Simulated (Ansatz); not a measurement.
# ZnS (Wurtzite-4H) (P6_3mc) in Ansatz: band structure with revPBE

Aim: the band structure of ZnS (Wurtzite-4H) with revPBE.

All numbers are computed with Ansatz 0.2.0; they aren't measurements. Logs are shortened: lines on timing, memory, paths and dates and some standing lists are left out, and cuts for length are marked.

**Measured values to compare with.**

From a printed reference work, monograph, for a bulk crystal of ZnS at 4 K: band gap 3.911 eV (direct).

The runs below are set against these values where they give the same quantity.

## Step 1: The crystal as given

The structure is hexagonal, space group P6_3mc (No. 186). The conventional cell has a = 3.823 Å, b = 3.823 Å, c = 12.520 Å, α = 90.00°, β = 90.00°, γ = 120.00°. Zn (site symmetry 3m) has 4 S at 2.34 to 2.35 Å as nearest neighbours. Zn (site symmetry 3m) is surrounded by 4 S at 2.34 to 2.35 Å. Around S (site symmetry 3m) lie 4 Zn at 2.34 to 2.35 Å. S (site symmetry 3m) is surrounded by 4 Zn at 2.34 to 2.35 Å.

## Step 2: Band structure, revPBE

input.yaml

```yaml
crystal:
  lattice:
    - [3.8227, 0.0, 0.0]
    - [-1.91135, 3.310555311, 0.0]
    - [0.0, 0.0, 12.52]
  atoms:
    - { symbol: Zn, position: [0.6666666667, 0.3333333333, 0.75] }
    - { symbol: Zn, position: [0.3333333333, 0.6666666667, 0.25] }
    - { symbol: Zn, position: [0.0, 0.0, 0.5] }
    - { symbol: Zn, position: [0.0, 0.0, 0.0] }
    - { symbol: S, position: [0.6666666667, 0.3333333333, 0.9375] }
    - { symbol: S, position: [0.3333333333, 0.6666666667, 0.4375] }
    - { symbol: S, position: [0.0, 0.0, 0.6875] }
    - { symbol: S, position: [0.0, 0.0, 0.1875] }
hamiltonian:
  xc: revpbe
  pseudopotentials: { kind: paw }
kpoints:
  mp_grid: { grid: [8, 8, 3] }
  band_path:
    path:
      - [[0.0, 0.0, 0.0], [0.5, 0.0, 0.0], [0.3333333333, 0.3333333333, 0.0], [0.0, 0.0, 0.0], [0.0, 0.0, 0.5], [0.5, 0.0, 0.5], [0.3333333333, 0.3333333333, 0.5], [0.0, 0.0, 0.5]]
      - [[0.5, 0.0, 0.5], [0.5, 0.0, 0.0]]
      - [[0.3333333333, 0.3333333333, 0.0], [0.3333333333, 0.3333333333, 0.5]]
    npoints: 10
scf:
  occupations: { method: fermi_dirac, width: 0.05 }
  n_extra_bands: 20
output:
  forces: true
  stress: true
  eigenvalues: true
  fatbands: false
```

Potentials or basis: Ansatz PAW.

Launch:

```console
$ ansatz run input.yaml --threads 4 --pin off --max-ram 11264MiB --backend cpu --events-out ev --progress --plain --runs-dir out
```

The log of the run:

```text
Warning: RAYON_NUM_THREADS=4 ignored (pool sized by the plan → 4); use --threads N
scf.n_extra_bands = 20 over 36 filled bands (N_el = 72.0): the run solves 56 bands
Engine: ansatz 0.2.0, x86_64-unknown-linux-gnu
Pseudopotentials: kind: paw
Pseudopotential: Zn, paw, valence charge 12, recommended cutoff 420 eV (normal), Zn.paw.azcp
Pseudopotential: S, paw, valence charge 6, recommended cutoff 420 eV (normal), S.paw.azcp
Functional definition: revPBE
  parameter kappa = 1.245
  parameter beta = 0.06672455060314922
  exchange = pbe_x(kappa = kappa, mu = beta*pi^2/3)
  correlation = pbe_c(beta = beta)
Crystal: 8 atoms, lattice volume = 158.444 Å³
Basis set: ecut = 420 eV, 3077 PW (Γ), exchange–correlation on 54×54×180 points (8 copies of the dense FFT grid, shifted against one another)
Bands: 56, of which v1, the nominal top of the filled ones, is band 36 counted from 1 (35 counted from 0)
Symmetry: 12 space group operations
Space group: P63mc (ITA 186), of the structure as read, at distance tolerance 5.4e-5 Å
k-points: 20 of 192 (time reversal used)
Non-local potential: Zn, projectors of the file, l = 0: 2, l = 1: 2, l = 2: 3, l = 3: 1
Non-local potential: S, projectors of the file, l = 0: 2, l = 1: 2, l = 2: 2
PAW form: soft (Blöchl's): semilocal exchange-correlation on the pseudo side does not see the compensation charge
PAW frozen core: Zn, regenerated for the run's functional, and the local potential with it (the file was generated under x = pbe(κ = 0.804, μ = 0.2195149727645171), c = pbe(β = 0.06672455060314922))
PAW frozen core: S, regenerated for the run's functional, and the local potential with it (the file was generated under x = pbe(κ = 0.804, μ = 0.2195149727645171), c = pbe(β = 0.06672455060314922))
PAW one-centre angular grid: Zn, 590 points (default); XC on 64 Gauss nodes
PAW one-centre angular grid: S, 110 points (default); XC on 64 Gauss nodes
Initial density: superposition of atomic densities (neutral atoms: chi_scale 0, normalization atom), corrected by the library's trained network
Initial wavefunctions: pseudopotential atomic-orbital guess
Functional: x = revpbe(κ = 1.245, μ = 0.2195149727645171), c = pbe(β = 0.06672455060314922)
SCF iter   1: F=—  HF=-16916.272190 eV  |F-HF|=—  |Δ(HF+E_count)|=         —  Δρ=2.90e-3  dr2=6.85e-3  ethr=1.77e-3  ⟨swp⟩=7.3  Hψ=5577  notcnv=0  defer=79
preconditioner: auto → Resta (q_TF=auto, 2.392 Å⁻¹)  ε∞=4.7  [insulator: Δε(μ)=2.257 eV  Ē_g=13.093 eV  σ=0.050 eV  W_gap=1.00  n_scr=38 (ndim 8)  ℏωp=25.0 eV  f_vac=0.034  D(μ)=0.00/eV (n_scr^D=0)  ε∞_Penn≈4.7]
SCF iter   2: F=—  HF=-16916.271258 eV  |F-HF|=—  |Δ(HF+E_count)|=   9.32e-4  Δρ=9.85e-4  dr2=1.12e-3  ethr=9.51e-6  ⟨swp⟩=2.0  Hψ=1973  notcnv=0  defer=129
SCF iter   3: F=—  HF=-16916.271162 eV  |F-HF|=—  |Δ(HF+E_count)|=   9.62e-5  Δρ=6.55e-4  dr2=4.81e-4  ethr=1.55e-6  ⟨swp⟩=2.0  Hψ=1356  notcnv=0  defer=129
SCF iter   4: F=—  HF=-16916.271467 eV  |F-HF|=—  |Δ(HF+E_count)|=   3.05e-4  Δρ=2.00e-4  dr2=8.68e-5  ethr=6.68e-7  ⟨swp⟩=2.5  Hψ=1497  notcnv=0  defer=129
SCF iter   5: F=—  HF=-16916.271362 eV  |F-HF|=—  |Δ(HF+E_count)|=   1.05e-4  Δρ=6.62e-5  dr2=9.77e-6  ethr=1.21e-7  ⟨swp⟩=2.0  Hψ=1069  notcnv=0  defer=129
SCF iter   6: F=—  HF=-16916.271378 eV  |F-HF|=—  |Δ(HF+E_count)|=   1.64e-5  Δρ=1.85e-5  dr2=5.55e-7  ethr=1.36e-8  ⟨swp⟩=2.0  Hψ=1567  notcnv=0  defer=129
SCF iter   7: F=—  HF=-16916.271380 eV  |F-HF|=—  |Δ(HF+E_count)|=   1.98e-6  Δρ=2.09e-5  dr2=4.20e-7  ethr=1.39e-10  ⟨swp⟩=11.8  Hψ=6500  notcnv=0
SCF iter   8: F=-16916.271380 eV  HF=-16916.271380 eV  |F-HF|=2.32e-8  |Δ(HF+E_count)|=   9.19e-8  Δρ=4.65e-6  dr2=3.30e-8  ethr=1.39e-10  ⟨swp⟩=4.0  Hψ=4573  notcnv=0
SCF 1 converged in 8 iterations: F = -16916.271380 eV  dr2 = 3.30e-8
NSCF: frozen V_eff on 93 k-points
SCF converged after 8 iterations
Free energy (F): -16916.271380 eV
Harris-Foulkes:  -16916.271380 eV  (|F-HF|=2.32e-8)
Internal energy: -16916.271380 eV  (E = F + TS)
E sigma→0 (E₀):  -16916.271380 eV
Fermi energy:    6.990967 eV
--- Per-component energies (eV) ---
  E_band       = 25.452605
  E_kinetic    = 952.899382
  E_local      = -8181.073077  (includes V_loc(G=0)·N_el)
  E_nonlocal   = 2570.108583
  E_hartree    = 3424.073035
  E_xc         = -939.188551
  E_vxc        = -556.460016  (∫ρ·V_xc dr)
  E_paw        = -9738.872372  (= ΣΔE_a)
  E_vpaw       = -1608.164571  (= ΣTr[D̂ρ^β])
  E_aug_tail   = -0.001449  (compensation charges beyond the density's cutoff)
  E_ewald      = -5003.879258
  E_core_change = -0.337674  (= ΣΔE_core)
  E_smearing   = -0.000000  (= −TS)
  E_closure    = -0.000000  (closes the sum)
  Σ components = -16916.271380   (vs F -16916.271380, Δ=0.00e0)
--- Forces (eV/Å), atoms counted from 1 ---
  atom   1  Zn     0.00000000    -0.00000000     0.00935810
  atom   2  Zn     0.00000000     0.00000000     0.00935810
  atom   3  Zn    -0.00000000    -0.00000000     0.02178496
  atom   4  Zn    -0.00000000     0.00000000     0.02178496
  atom   5  S      0.00000000    -0.00000000     0.01180658
  atom   6  S      0.00000000     0.00000000     0.01180658
  atom   7  S      0.00000000     0.00000000    -0.04295662
  atom   8  S      0.00000000    -0.00000000    -0.04295662
  max |Σ_I F_I| component: 1.40e-5 eV/Å
--- Stress (GPa, compression-positive) ---
        3.256183       0.000000       0.000000
        0.000000       3.256183      -0.000000
       -0.000000       0.000000       3.100527
  P = ⅓ Tr σ = 3.2043 GPa (32.043 kbar)
--- Band table (eV; the first three rows and the last of 20) ---
  k-point 0: bands = ["-7.2880", "-6.8772", "-6.8651", "-6.3749", "-0.4640", "-0.4606", "-0.4606", "-0.4289", "-0.4221", "-0.4221", "-0.4160", "-0.3986", "-0.3986", "-0.3628", "-0.3628", "0.0122", "0.0122", "0.0194", "0.0194", "0.0488", "0.0488", "0.0646", "0.0646", "0.2286", "0.5909", "3.0161", "3.0312", "4.9619", "4.9619", "5.3589", "5.3589", "5.3763", "5.3763", "5.7879", "5.8267", "5.8267", "8.0804", "9.1072", "9.3010", "9.5447", "12.2051", "12.2051", "12.3195", "12.5143", "12.5143", "12.6973", "12.8227", "12.9774", "12.9774", "13.1419", "13.1419", "15.0259", "16.3101", "16.3101", "16.6722", "16.6722"]
  k-point 1: bands = ["-7.2357", "-7.0877", "-6.6352", "-6.4474", "-0.4655", "-0.4608", "-0.4540", "-0.4540", "-0.4370", "-0.4370", "-0.3845", "-0.3845", "-0.3688", "-0.3688", "-0.3076", "-0.0664", "0.0140", "0.0140", "0.0177", "0.0177", "0.0527", "0.0527", "0.0606", "0.0606", "1.1100", "1.9807", "4.1513", "5.0140", "5.0140", "5.1594", "5.1594", "5.2216", "5.5889", "5.5889", "5.7610", "5.7610", "8.5526", "9.1612", "9.1676", "9.3511", "12.1963", "12.2095", "12.2861", "12.2861", "12.4454", "12.4454", "12.9929", "12.9929", "13.0803", "13.0803", "13.7368", "14.6425", "16.5179", "16.5179", "16.7629", "16.7629"]
  k-point 2: bands = ["-7.1849", "-6.7922", "-6.7801", "-6.3179", "-0.4692", "-0.4517", "-0.4400", "-0.4398", "-0.4324", "-0.3967", "-0.3811", "-0.3732", "-0.3706", "-0.3491", "-0.3323", "-0.0041", "0.0041", "0.0093", "0.0277", "0.0279", "0.0475", "0.0510", "0.0704", "0.2629", "0.7426", "2.9688", "2.9855", "4.2298", "4.7235", "4.7284", "4.7728", "5.0144", "5.1731", "5.1850", "5.6573", "5.6989", "8.8439", "9.7793", "9.9167", "10.1861", "11.7212", "11.8229", "12.0604", "12.4725", "12.5344", "12.8207", "12.9257", "12.9410", "13.2847", "13.5699", "13.6781", "14.6144", "15.5143", "15.7944", "16.8571", "17.0701"]
  k-point 19: bands = ["-6.2154", "-6.1877", "-6.1192", "-6.0967", "-0.3921", "-0.3859", "-0.3103", "-0.2911", "-0.2703", "-0.2623", "-0.2176", "-0.1901", "-0.0956", "-0.0860", "-0.0484", "-0.0256", "0.0107", "0.0170", "0.0395", "0.0557", "0.2440", "0.2727", "0.3217", "0.3427", "1.1268", "1.1810", "1.3803", "1.4450", "2.6318", "2.7300", "3.2588", "3.4240", "3.6984", "4.0598", "4.3742", "4.3812", "10.3308", "10.3968", "10.7354", "11.1925", "11.7716", "11.8373", "12.2465", "12.6041", "13.2029", "13.4475", "13.7955", "14.4663", "14.9104", "15.0240", "15.5820", "15.8042", "16.3243", "16.5324", "17.0519", "17.2822"]
```

It took 14 s on 4 threads of Intel Xeon at 2.70GHz, shared host; peak memory 0.79 GiB.

Results:

* Free energy: -16916.2714 eV
* Pressure: 3.2 GPa
* Largest force: 0.043 eV/Å
* Band gap on the k mesh: 2.25 eV, direct
* Band gap along the path: 2.25 eV, direct

Forces on the atoms (eV/Å):
```
Zn   0.000  0.000  0.009
Zn   0.000  0.000  0.009
Zn   0.000  0.000  0.022
Zn   0.000  0.000  0.022
S    0.000  0.000  0.012
S    0.000  0.000  0.012
S    0.000  0.000 -0.043
S    0.000  0.000 -0.043
```

Stress tensor (GPa, compression positive):
```
3.26 0.00 0.00
0.00 3.26 0.00
0.00 0.00 3.10
```

Levels at the corners of the path, in eV from the valence-band top:
```csv
point,band 34,band 35,band 36,band 37,band 38,band 39
Γ,-0.04,0.00,0.00,2.25,3.28,3.47
M,-1.56,-1.09,-0.87,3.41,3.47,3.85
K,-1.73,-1.73,-1.32,4.57,4.99,4.99
Γ,-0.04,0.00,0.00,2.25,3.28,3.47
A,-0.14,-0.14,-0.14,3.09,3.09,3.40
L,-1.48,-1.09,-1.09,3.79,3.79,4.11
H,-1.78,-1.59,-1.59,4.48,4.48,5.25
A,-0.14,-0.14,-0.14,3.09,3.09,3.40
L,-1.48,-1.09,-1.09,3.79,3.79,4.11
M,-1.56,-1.09,-0.87,3.41,3.47,3.85
K,-1.73,-1.73,-1.32,4.57,4.99,4.99
H,-1.78,-1.59,-1.59,4.48,4.48,5.25
```

Caveat: the PAW data sets come from PBE, with cores solved anew for the run's functional, which leaves a small shift of forces and pressure.

## Step 3: Comparison with measurements

Step 2. Measured gap of ZnS: 3.911 eV (direct; 4 K; a printed reference work, monograph). This calculation gives 2.25 eV (-1.66 eV). The value is that of revPBE, without temperature or zero-point motion. Semilocal functionals fall short of measured gaps as a rule.
